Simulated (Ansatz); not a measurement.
Ca:

```xyz
1
Lattice="-2.2400 2.2400 2.2400 2.2400 -2.2400 2.2400 2.2400 2.2400 -2.2400" Properties=species:S:1:pos:R:3 pbc="T T T"
Ca    0.0000    0.0000    0.0000
```

This isn't the form of Ca at room conditions, which is fcc.

| Item | Value |
| --- | --- |
| Program | Ansatz 0.2.0 |
| Task | relaxation of cell and atoms |
| Functional | PBE |
| Potentials or basis | all-electron LAPW, scalar-relativistic |
| Basis error allowed | 0.001 eV/atom |
| k mesh | 8 × 8 × 8 |
| Occupations | fermi-dirac, width 0.05 eV |
| Spin | no spin polarisation |

At the start: volume 44.96 Å³/atom.

Q: Where does the relaxation end?

A: Over 4 steps the energy falls by 8.8 meV/atom and the volume is 42.07 Å³/atom (-6.4 %); space group Im-3m (No. 229, to 0.05 Å).

The path:
```
step  energy change (eV)  largest force (eV/Å)  volume (Å³)
   1              0.0000                0.0000        44.96
   2             -0.0055                0.0000        43.85
   3             -0.0088                0.0000        42.07
   4             -0.0088                0.0000        42.07
```

Final structure:
```
CELL_PARAMETERS angstrom
-2.19093 2.19093 2.19093
2.19093 -2.19093 2.19093
2.19093 2.19093 -2.19093
ATOMIC_POSITIONS crystal
Ca 0.00000 0.00000 0.00000
```
